## Tantalum without a gradient correction

Changing the density functional from PBE to PBEsol takes about 3 % off the computed volume of body-centred cubic tantalum and adds about 9 % to its bulk modulus. Both functionals correct the energy for the unevenness of the electron density, PBEsol more gently. LDA, the local density approximation, has no such correction at all. What happens to the volume and the stiffness of the metal when the correction is removed altogether?

ABINIT 10.8.3, plane-wave DFT without spin polarisation, spin–orbit coupling or dispersion correction, for body-centred cubic Ta (supplied cell: 18.01 Å³/atom). All rows use an 11 × 11 × 11 k-point mesh and Fermi–Dirac smearing of 0.05 eV. Equilibrium volume, bulk modulus and its slope come from a fit to energies at seven volumes from 16.93 to 19.09 Å³/atom.

```
functional                               potentials  wave cutoff  equilibrium volume (Å³/atom)  equilibrium volume change (% of the given cell)  bulk modulus (GPa)  bulk modulus slope
       LDA     PseudoDojo-NC-SR-LDA-v0.4.1-standard    789.13 eV                             ?                                                ?                   ?                   ?
       PBE     PseudoDojo-NC-SR-PBE-v0.4.1-standard    789.13 eV                        18.241                                            1.280              194.70               4.370
    PBEsol  PseudoDojo-NC-SR-PBEsol-v0.4.1-standard    789.13 eV                        17.638                                           -2.060              211.60               4.410
      BLYP                         JTH-PAW-PBE-v2.0   517.016 eV                        18.837                                            4.590              185.90               3.870
      AM05                         JTH-PAW-PBE-v2.0   517.016 eV                        17.588                                           -2.340              210.50               4.220
      PW91                         JTH-PAW-PBE-v2.0   517.016 eV                        18.219                                            1.160              196.90               4.120
  rPW86PBE                         JTH-PAW-PBE-v2.0   517.016 eV                        18.938                                            5.150              184.20               4.060
```

The equilibrium volume is the volume per atom at which the energy is lowest, and the next column compares it with the cell that was supplied. The bulk modulus $B$ is the resistance to uniform compression. The bulk modulus slope tells how fast $B$ rises with pressure.

Among the six known rows, a larger volume goes with a lower bulk modulus, with one exception: AM05 has a slightly smaller volume than PBEsol and is also slightly softer. That pair is too close to interpret, because the two rows use different potentials and plane-wave cutoffs. The same holds for PBE and PW91. Moreover, the four rows with JTH datasets all use potentials made for PBE, whatever their own functional. LDA uses the potential family of PBE and PBEsol, so these two rows are the best starting point for a forecast.

### Why a gradient correction expands the metal

Where the density varies strongly, gradient-corrected exchange lowers the energy. Pulling the atoms apart makes the density more uneven, with full atoms and emptier space between them. The exchange correction therefore favours expansion. The gradient correction to correlation has the opposite sign and holds part of this expansion back.

The pressures from the same calculations show the net effect. At equal volume, PBE pushes outward more strongly than PBEsol, by 7.6 GPa at the smallest volume sampled and by 6.0 GPa at the largest. Dividing a typical push of 7 GPa by a bulk modulus of about 200 GPa gives an expansion of 3 to 4 %, in line with the difference between the two equilibrium volumes. This checks that pressures and energies agree; the split into exchange and correlation rests on theory. The computed pressures lie slightly under the slope of the energies, because the set of plane waves is finite, but for these two rows the shift is tiny beside the differences used here.

Because the push fades as the crystal grows, it also makes the metal stiffer at any fixed volume. At a common 18.01 Å³ per atom, the bulk modulus is 193 GPa with PBEsol and 206 GPa with PBE, the reverse of their order in the table. PBE gives the softer metal only because its energy minimum lies at a larger volume, where the atoms hold each other less tightly.

### Estimating the LDA volume

PBE and PBEsol share one formula for exchange. Within it, the strength of the correction is set by a coefficient $\mu$, about 0.22 in PBE and 10/81 in PBEsol; $\mu=0$ gives LDA exchange. The coefficient does not rank functionals of other forms: rPW86 exchange has nearly the $\mu$ of PBEsol but rises much faster at moderate gradients, and rPW86PBE has the largest volume in the table. Suppose first that the volume depends on $\mu$ alone, and linearly. The step from PBE to PBEsol, continued to $\mu=0$, then gives

$$
V_{\text{low}} = 17.638-(18.241-17.638)\,\frac{10/81}{0.22-10/81}\approx 16.87\ \text{Å}^3 .
$$

Correlation should make this extrapolation too long. From PBE to PBEsol the exchange coefficient drops by nearly half, but the opposing correlation coefficient drops by only about a third. The net push is therefore expected to fall faster than $\mu$ does, leaving PBEsol less of it to lose. The argument is rough: for a slowly varying density the two gradient terms of PBE cancel, so the net push is expected to come from regions of larger gradient. LDA should lie above $V_{\text{low}}$, yet below PBEsol, since LDA is known to bind metals more tightly.

Nothing in the six rows fixes the position between these ends, so the forecast takes the middle:

$$
V_{\text{LDA}}=\frac{16.87+17.64}{2}\approx 17.25\ \text{Å}^3 .
$$

If every position in the bracket is equally likely, the standard deviation is its width divided by $\sqrt{12}$, or 0.22 Å³. The ends are not strict bounds. In PBE and PBEsol the exchange correction levels off where the density varies very strongly, so its effect need not be linear in $\mu$.

### From volume to stiffness

For the bulk modulus, a power law is drawn through PBE and PBEsol:

$$
B=B_{\text{PBEsol}}\left(\frac{V_{\text{PBEsol}}}{V}\right)^{2.5}.
$$

A volume smaller by 1 % thus brings a bulk modulus higher by about 2.5 %. Squeezing the metal within a single functional would raise it by over 4 %, as the bulk modulus slopes of these two rows imply. The difference arises because a change of functional also removes some of the push that stiffens the metal at fixed volume.

At the forecast volume this law gives 224 GPa. A power law fitted to all six known rows gives 219 GPa, but it mixes potentials and leans on BLYP and rPW86PBE, whose minima lie near the upper end of the sampled volumes. The error bar of 9 GPa combines the uncertainty in volume with the gap between the two laws.

The forecasts for LDA are therefore:

- the smallest volume and the highest bulk modulus of the table;
- an equilibrium volume of 17.25 ± 0.22 Å³ per atom, or 4.2 ± 1.2 % below the supplied cell;
- a bulk modulus of 224 ± 9 GPa;
- a bulk modulus slope of 4.39 ± 0.19.

The last value is simply the mean of PBE and PBEsol. Its error bar is the difference between PBEsol and AM05, two rows with nearly the same volume.

### What the calculation gave

The withheld rows as computed:

```
functional                            potentials  wave cutoff  equilibrium volume (Å³/atom)  equilibrium volume change (% of the given cell)  bulk modulus (GPa)  bulk modulus slope
       LDA  PseudoDojo-NC-SR-LDA-v0.4.1-standard    789.13 eV                        17.093                                           -5.090              228.60               4.390
```

LDA does give the smallest volume and the highest bulk modulus, and all the numerical forecasts hold within their error bars. The forecast volume is 0.16 Å³ too large, about 1 % of the computed value. The forecast bulk modulus is 5 GPa too low, about 2 %. The slope agrees to the last printed digit, which is closer than so crude an average deserves and supports no particular mechanism. The slope is the least secure column: all three PseudoDojo rows lie above all four JTH rows, and its convergence with the k-point mesh is not shown here.

The two misses have one origin. When the computed LDA volume is put into the power law through PBE and PBEsol, the law returns 229 GPa, the computed bulk modulus to within the rounding. LDA took no part in setting that law. Its minimum lies near the lower end of the sampled volumes, however, so the last digit of the agreement should not be stressed. The relation between volume and stiffness therefore carried over to LDA, and the error lay in the guess of the volume. The output printed below gives both power laws and each miss.

The volume itself fell nearer to the exchange-only end of the bracket than to PBEsol. Correlation may hold back less of the expansion than the midpoint assumed. The levelling-off of the exchange correction would shift LDA the same way: it makes the step from PBEsol to PBE shorter than a linear law expects, so the extrapolation from that step falls short. The potentials were also generated anew for each of these three functionals, and the table can't separate these causes.

What can be kept is a simple picture of the distances. PBEsol lies roughly midway between LDA and PBE, with steps of 0.55 and 0.60 Å³ on either side. The change from PBE to PBEsol, which nearly halves the exchange coefficient and also weakens the correlation term, thus removes about half of the expansion that PBE adds to LDA. The pressures agree: at the smallest volume sampled, PBEsol pushes 7.3 GPa harder than LDA and PBE 14.9 GPa harder, a share of 0.49, below the 0.56 of the two values of $\mu$. For a related functional with a stronger exchange correction, the same reasoning suggests a larger volume and a softer metal, provided that its correlation part is similar. rPW86PBE fits this: it keeps PBE correlation, has a stronger exchange correction at moderate gradients, and gives a volume about 4 % above PBE and a lower bulk modulus, although with other potentials.

For practical work, compare the volumes before comparing the stiffnesses. Across these seven functionals, a volume larger by 1 % comes with a bulk modulus lower by roughly 2 %, although pairs with nearly equal volumes need not follow the rule. For PBE and PBEsol, the difference in volume decides which gives the softer metal, but setting both to one volume would not bring them into agreement: it reverses the order. A computed bulk modulus therefore means little without the volume at which it was taken. Which functional comes closest to the real metal is a separate question: it needs a measured volume, corrected for thermal and zero-point expansion, and calculations that include the spin–orbit coupling left out here.

Printed output of the fit:

```
PBEsol volume relative to PBE, %: -3.306
PBEsol bulk modulus relative to PBE, %: 8.68
rPW86PBE volume relative to PBE, %: 3.821
outward push of PBE over PBEsol at 16.93 A^3, GPa: 7.603
outward push of PBE over PBEsol at 19.09 A^3, GPa: 6.031
bulk modulus at common 18.01 A^3, PBEsol, GPa: 192.9
bulk modulus at common 18.01 A^3, PBE, GPa: 205.6
bulk modulus at common 18.01 A^3, rPW86PBE, GPa: 224.1
low end of the LDA volume bracket, A^3 per atom: 16.87
LDA volume forecast, A^3 per atom: 17.25
error bar of the volume forecast, A^3 per atom: 0.2226
LDA volume computed, A^3 per atom: 17.09
volume miss, forecast less computed, A^3 per atom: 0.1595
LDA volume change forecast, % of given cell: -4.209
power of volume in the PBE-PBEsol law for the bulk modulus: 2.476
fit of logb on 6 rows: constant 10.74 +/- 0.32, coefficient of logv -1.878 +/- 0.11; rms 0.00626, worst PBE 0.0113, leave-one-out rms 0.00894
  rows outside the fit (model, value, miss): LDA 5.387, 5.432, -0.0446
LDA bulk modulus from the rival six-row law, GPa: 218.6
LDA bulk modulus forecast, GPa: 223.5
error bar of the bulk modulus forecast, GPa: 8.642
bulk modulus miss, forecast less computed, GPa: -5.097
bulk modulus from the PBE-PBEsol law at the computed LDA volume, GPa: 228.7
LDA slope forecast: 4.39
error bar of the slope forecast: 0.19
slope miss, forecast less computed: 8.882e-16
```
